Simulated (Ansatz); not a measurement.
Sn, 1 atom in the cell. Symmetry: Immm, No. 71, orthorhombic system. Conventional cell: a = 3.453 Å, b = 3.551 Å, c = 4.677 Å, α = 90.00°, β = 90.00°, γ = 90.00°. Around Sn (site symmetry mmm) lie 12 Sn at 3.41 to 3.55 Å. This isn't the form of Sn at room conditions, which is tetragonal (white tin).

```yaml
Program: Ansatz 0.2.0
Task: relaxation of cell and atoms
Functional: r2SCAN
Potentials_or_basis: Ansatz PAW
Cutoff: "500 eV (not typed: the program's choice for these potentials)"
k_mesh: 11 × 11 × 11
Occupations: fermi-dirac, width 0.05 eV
Spin: no spin polarisation
Target_pressure: 5 GPa
Target_pressure_GPa: 5
```

Potentials or basis: Ansatz PAW.

The run is started by

```sh
$ ansatz run input.yaml --threads 2 --pin off --max-ram 5632MiB --backend cpu --events-out ev --progress --plain --runs-dir out
```

Hardware: 2 threads of Arm Neoverse V1, on a shared host.

Question: Estimate the wall time of this run.

Answer: Run time: 48 s on 2 threads of Arm Neoverse V1, on a shared host, peak memory 0.45 GiB. Counts: scf iterations 47, plane waves 629, k points 216, bands 11, ion steps 8.
